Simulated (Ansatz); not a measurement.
# HfO2 monolayer (1T): modes against uniaxial strain along the armchair direction, normal to a, with the width clamped, part 2 of 2

Wanted: the shifts of the zone-centre modes of HfO2 monolayer (1T) with strain.

Ansatz 0.2.0; DFT PBE, scalar-relativistic, plane waves, PAW; PAW set soft_1.

So far, highest optical mode at the zone centre (no LO-TO term) (cm⁻¹): step 5 (modes at rest) 538.

## 7. Modes of this member: uniaxial strain of +5 % along the armchair direction, normal to a, with the width clamped

The zone-centre modes follow for uniaxial strain of +5 % along the armchair direction, normal to a, with the width clamped.

The input, input.yaml:

```yaml
crystal:
  lattice:
    - [3.2523832784, 0.0, 0.0]
    - [-1.6261916392, 2.957478869, 0.0]
    - [0.0, 0.0, 28.308]
  atoms:
    - { symbol: Hf, position: [0.0, 0.0, 0.3532570298] }
    - { symbol: O, position: [0.3325407791, 0.6650815582, 0.3862375332] }
    - { symbol: O, position: [0.6674592209, 0.3349184418, 0.3202765264] }
  periodic: [true, true, false]
kpoints:
  mp_grid: { grid: [9, 9, 1] }
hamiltonian:
  xc: pbe
  pseudopotentials: { kind: paw, azcp: { folder: soft_1 } }
scf:
  occupations: { method: fixed }
output:
  eigenvalues: true
phonons:
  method: dfpt
```

The run is started by

```console
ansatz run input.yaml --threads 4 --pin off --max-ram 16384MiB --backend cpu --events-out ev --progress --plain --runs-dir out
```

Numbers of over 12 decimals in the logs are rounded to 6 here.

The log of the run:

```text
[...]
Crystal: 3 atoms, lattice volume = 272.291 Å³
Basis set: ecut = 420 eV, 5379 PW (Γ), exchange–correlation on 48×48×384 points (8 copies of the dense FFT grid, shifted against one another)
Bands: 23, of which v1, the nominal top of the filled ones, is band 19 counted from 1 (18 counted from 0)
Symmetry: 4 space group operations
k-points: 25 of 81 (irreducible under 2 space group operations, time reversal used)
[...]
SCF iter   1: F=—  HF=-16866.066940 eV  |F-HF|=—  |Δ(HF+E_count)|=         —  Δρ=7.25e-2  dr2=1.57e1  ethr=3.10e-3  ⟨swp⟩=6.0  Hψ=2821  notcnv=0  defer=46
[...]
SCF iter  13: F=-16861.734759 eV  HF=-16861.734759 eV  |F-HF|=1.46e-11  |Δ(HF+E_count)|=  1.67e-10  Δρ=1.87e-7  dr2=9.27e-11  ethr=1.00e-12  ⟨swp⟩=19.5  Hψ=5973  notcnv=0
SCF 1 converged in 13 iterations: F = -16861.734759 eV  dr2 = 9.27e-11
[...]
SCF converged after 13 iterations
Free energy (F): -16861.734759 eV
[...]
Internal energy: -16861.734759 eV  (E = F + TS)
E sigma→0 (E₀):  -16861.734759 eV
Fermi energy:    -7.594276 eV
[...]
--- Band table (eV; the first three rows and the last of 25) ---
  k-point 0: bands = [... 15 lower, -10.5772, -8.1857, -7.9122, -7.7400, -2.9711, -2.5093, -2.4878, -0.5969]
  k-point 1: bands = [... 15 lower, -10.4852, -8.4205, -7.9884, -7.8866, -2.7609, -2.3076, -2.2829, -0.5057]
  k-point 2: bands = [... 15 lower, -10.3466, -9.0375, -8.2000, -7.7676, -2.6727, -1.8797, -1.7779, -0.3247]
  k-point 24: bands = [... 15 lower, -10.0203, -9.1130, -8.6936, -7.7072, -2.5334, -2.0321, -1.0173, 0.9148]
[...]
ASR residual: 3.576e-4 → 0.000e0 eV/Å²; symmetrization residual: 5.395e-6 eV/Å²
[...]
ASR residual per site (eV/Å²): 1.22e-4 3.25e-4 3.58e-4
  Γ frequencies (cm⁻¹): 0.00 0.00 0.00 166.98 241.77 468.31 499.23 504.83 517.54
[...]
```

Elapsed: 49 s, on 4 threads of Arm Neoverse V1, shared host; peak memory 0.97 GiB.

Numbers from this step:

```
sum-rule residual before enforcement                    : 3.58e-4 eV/Å²
point group                                             : 2/m
highest optical mode at the zone centre (no LO-TO term) : 517.5 cm⁻¹
lowest optical zone-centre mode                         : 167.0 cm⁻¹
```

Without the LO-TO term. Patterns of degenerate modes are one choice out of their space. Modes at Γ, with each element's share of the kinetic energy:

```tsv
mode	frequency (cm⁻¹)	symmetry	Hf %	O %
1	0.0	acoustic	85	15
2	0.0	acoustic	85	15
3	0.0	acoustic	85	15
4	167.0	Bu	15	85
5	241.8	Au	15	85
6	468.3	Ag	0	100
7	499.2	Bu	15	85
8	504.8	Bg	0	100
9	517.5	Ag	0	100
```

Displacements in mode 4 (167.0 cm⁻¹), the largest set to 1:
```
Hf1  0.00 -0.18 -0.02
O2   0.00  1.00  0.11
O3   0.00  1.00  0.11
```

Displacements in mode 5 (241.8 cm⁻¹), the largest set to 1:
```
Hf1 -0.18  0.00  0.00
O2   1.00  0.00  0.00
O3   1.00  0.00  0.00
```

The lowest optical mode is real, 167 cm⁻¹, and the highest lies at 517.5 cm⁻¹.

Between step 5 and this run (strain 5 %) the value for the highest optical mode at the zone centre (no LO-TO term) moves from 538 cm⁻¹ to 518 cm⁻¹ (-4 %).

## 8. A member of the series: uniaxial strain of -3 % along the armchair direction, normal to a, with the width clamped

The cell takes a uniaxial strain of -3 % along the armchair direction, normal to a, with the width clamped. The cell is held, and the atoms relax in it.

input.yaml, the sections that differ from step 7:

```yaml
crystal:
  lattice:
    - [3.2523832784, 0.0, 0.0]
    - [-1.6261916392, 2.7321471457, 0.0]
    - [0.0, 0.0, 28.308]
  atoms:
    - { symbol: Hf, position: [0.0, 0.0, 0.3532570298] }
    - { symbol: O, position: [0.3344793864, 0.6689587728, 0.388068382] }
    - { symbol: O, position: [0.6655206136, 0.3310412272, 0.3184456776] }
  periodic: [true, true, false]
output:
  forces: true
  stress: true
  eigenvalues: true
relax:
  adjacent_minimum: "off"
  f_tol: 0.001
  max_steps: 60
# kpoints, hamiltonian, scf: as in step 7
# phonons: removed
```

The log of the run:

```text
[...]
Crystal: 3 atoms, lattice volume = 251.545 Å³
Basis set: ecut = 420 eV, 4959 PW (Γ), exchange–correlation on 48×48×384 points (8 copies of the dense FFT grid, shifted against one another)
Bands: 23, of which v1, the nominal top of the filled ones, is band 19 counted from 1 (18 counted from 0)
Symmetry: 4 space group operations
[...]
--- Relaxed structure (5 steps of the walk, 5 accepted, 0 SCFs on fresh bases) ---
  F+E_penalty+E_count = -16861.79856285 eV   max|allowed force component| = 2.632e-5 eV/Å
  cell:  # Å, volume = 251.5446 Å³
    - [3.2523832784, 0.0, 0.0]
    - [-1.6261916392, 2.7321471457, 0.0]
    - [0.0, 0.0, 28.308]
  atoms:
    - { symbol: Hf, position: [0.0, 0.0, 0.3532570298] }
    - { symbol: O, position: [0.335217, 0.670435, 0.388346] }
    - { symbol: O, position: [0.664783, 0.329565, 0.318168] }
[key lines of the parts left out:]
SCF converged after 5 iterations
Free energy (F): -16861.798563 eV
Fermi energy:    -7.987714 eV
P = ½ c Tr σ = 3.1845 N/m
```

Run time: 13 s. Hardware: 4 threads; peak memory 0.59 GiB; 50 s of CPU time.

Step by step:

```tsv
step	energy less that of the first step (eV)	largest force component (eV/Å)
1	0.0000	0.1433
2	-0.0013	0.0451
3	-0.0014	0.0072
4	-0.0014	0.0032
5	-0.0014	0.0000
```

Forces are held to the 4 operations that the run works with; a distortion that breaks them can't arise in this run.

Final coordinates:

```
Hf O
1.0
     3.25238    0.00000    0.00000
    -1.62619    2.73215    0.00000
     0.00000    0.00000   28.30800
Hf O
1 2
Cartesian
  0.0000 0.0000 10.0000
  0.0000 1.8317 10.9933
  1.6262 0.9004 9.0067
```

Numbers from this step:

```yaml
gap_on_the_k_mesh: 4.821 eV
area_per_atom: 2.962 Å²
```

The largest force component left is 0.026 meV/Å.

## 9. Modes of this member: uniaxial strain of -3 % along the armchair direction, normal to a, with the width clamped

The zone-centre modes follow for uniaxial strain of -3 % along the armchair direction, normal to a, with the width clamped.

input.yaml, the sections that differ from step 8:

```yaml
crystal:
  lattice:
    - [3.2523832784, 0.0, 0.0]
    - [-1.6261916392, 2.7321471457, 0.0]
    - [0.0, 0.0, 28.308]
  atoms:
    - { symbol: Hf, position: [0.0, 0.0, 0.3532570298] }
    - { symbol: O, position: [0.3352174357, 0.6704348714, 0.3883462776] }
    - { symbol: O, position: [0.6647825643, 0.3295651286, 0.318167782] }
  periodic: [true, true, false]
output:
  eigenvalues: true
phonons:
  method: dfpt
# kpoints, hamiltonian, scf: as in step 8
# relax: removed
```

The log of the run:

```text
[...]
Crystal: 3 atoms, lattice volume = 251.545 Å³
Basis set: ecut = 420 eV, 4959 PW (Γ), exchange–correlation on 48×48×384 points (8 copies of the dense FFT grid, shifted against one another)
Bands: 23, of which v1, the nominal top of the filled ones, is band 19 counted from 1 (18 counted from 0)
Symmetry: 4 space group operations
[...]
k-point 2: bands = [... 15 lower, -10.7958, -9.5307, -8.7916, -8.0517, -2.9211, -1.8437, -1.4040, -0.1268]
  k-point 24: bands = [... 15 lower, -10.4021, -9.3836, -9.3188, -8.1507, -2.3730, -2.0285, -1.2891, 1.1496]
[...]
ASR residual: 8.490e-5 → 0.000e0 eV/Å²; symmetrization residual: 4.774e-6 eV/Å²
[...]
ASR residual per site (eV/Å²): 5.37e-5 8.42e-5 8.49e-5
  Γ frequencies (cm⁻¹): 0.00 0.00 0.00 265.01 291.32 503.72 522.36 539.78 552.74
[...]
[key lines of the parts left out:]
SCF converged after 11 iterations
Free energy (F): -16861.798563 eV
Fermi energy:    -7.987725 eV
```

Run time: 46 s. Hardware: 4 threads; peak memory 0.94 GiB; 2.9 min of CPU time.

Numbers from this step:

- sum-rule residual before enforcement: 8.49e-5 eV/Å²
- highest optical mode at the zone centre (no LO-TO term): 552.7 cm⁻¹
- lowest optical zone-centre mode: 265.0 cm⁻¹

Without the LO-TO term. Patterns of degenerate modes are one choice out of their space. The modes at Γ (shares of kinetic energy by element, %):

```tsv
mode	frequency (cm⁻¹)	symmetry	Hf %	O %
1	0.0	acoustic	85	15
2	0.0	acoustic	85	15
3	0.0	acoustic	85	15
4	265.0	Au	15	85
5	291.3	Bu	15	85
6	503.7	Bg	0	100
7	522.4	Ag	0	100
8	539.8	Bu	15	85
9	552.7	Ag	0	100
```

The lowest optical mode is real, 265 cm⁻¹, and the highest lies at 552.7 cm⁻¹.

Between step 5 and this run (strain -3 %) the value for the highest optical mode at the zone centre (no LO-TO term) moves from 538 cm⁻¹ to 553 cm⁻¹ (+3 %).

## 10. All members side by side

The members are set side by side, also those not shown above.

Energies are extrapolated to zero smearing, and E0 is that at rest; the cell is clamped and the atoms are relaxed. State of the crystal along the series:

```tsv
strain (%)	E - E0 (meV/atom)	gap on mesh (eV)
-3	14.5	4.821
-2	6.347	4.844
-1	1.565	4.859
0	0	4.871
1	1.509	4.863
2	5.994	4.847
3	13.3	4.818
4	23.28	4.732
5	35.77	4.623
```

Optical modes are counted from below at rest and tracked from member to member by their patterns, and modes that stay within 0.3 cm⁻¹ of each other stand once; labels, where given, are those at rest, then, where named, those of the strained cell; the cell is clamped and the atoms are relaxed. Optical modes along the series:

```tsv
strain (%)	optical mode 1 Eu to Bu single part (cm⁻¹)	optical mode 2 Eu to Au single part (cm⁻¹)	optical mode 3 Eg to Ag single part (cm⁻¹)	optical mode 4 Eg to Bg single part (cm⁻¹)	optical mode 5 A2u to Bu (cm⁻¹)	optical mode 6 A1g to Ag (cm⁻¹)
-3	291.3	265	522.4	503.7	539.8	552.7
-2	281.4	262.6	517.2	504.3	533.7	547.5
-1	270.1	260	511.4	504.8	527.8	542.5
0	257.2	257.2	505.1	505.1	522.3	537.7
1	242.9	254.3	498.3	505.3	517	533.2
2	226.9	251.2	491.1	505.3	512.1	528.9
3	209.1	248.2	483.6	505.3	507.5	524.9
4	189.4	244.9	476.1	505.1	503.2	521.1
5	167	241.8	468.3	504.8	499.2	517.5
```

Value and slope at zero strain of a cubic (a lower polynomial where under five rows exist) through the rows within 2 % of rest. Slopes at rest:

```tsv
mode	frequency (cm⁻¹)	shift per percent of strain (cm⁻¹)
optical mode 1 Eu to Bu single part	257.2	-13.56
optical mode 2 Eu to Au single part	257.2	-2.88
optical mode 3 Eg to Ag single part	505.1	-6.57
optical mode 4 Eg to Bg single part	505.1	0.26
optical mode 5 A2u to Bu	522.3	-5.39
optical mode 6 A1g to Ag	537.7	-4.64
```

## 11. Results

| Property | Result |
| --- | --- |
| members | 9 |
| highest optical mode at the zone centre (no LO-TO term), at rest | 537.7 cm⁻¹ |
| optical mode 3 Eg to Ag single part, shift per percent | -6.57 cm⁻¹ |
| optical mode 4 Eg to Bg single part, shift per percent | 0.26 cm⁻¹ |
| optical mode 5 A2u to Bu, shift per percent | -5.39 cm⁻¹ |
| optical mode 6 A1g to Ag, shift per percent | -4.64 cm⁻¹ |

In words: The strain lowers the symmetry: the level at 505.1 cm⁻¹ splits, into 468.3 and 504.8 cm⁻¹ at +5 %. Within 2 % of rest optical mode 4 Eg to Bg single part bends away from a straight line, so a single slope holds only near rest. The fastest shift in the table of slopes is -13.6 cm⁻¹ for each percent (optical mode 1 Eu to Bu single part). The width is clamped, so the contraction across the strain that a free sheet shows is left out. These are harmonic frequencies at zero temperature: anharmonic shifts, linewidths and thermal expansion are left out. Spin-orbit coupling is left out, which can matter for the heavy elements here. The starting cell was built on a prototype and not taken from a measurement. Only the zone centre was solved, so an instability at another wavevector cannot show here. In a sheet the LO-TO splitting vanishes at the zone centre, so no such term is missing here.

[Logs are printed without paths, hosts, clocks, repeated set-up lines and the standing remarks that a program may print on its own settings, such as how far it seeks lower states.]

[Hosts, paths, dates, database ids (printed as entryN), source tags and the programs' standing remarks are cut or masked in the printed files.]
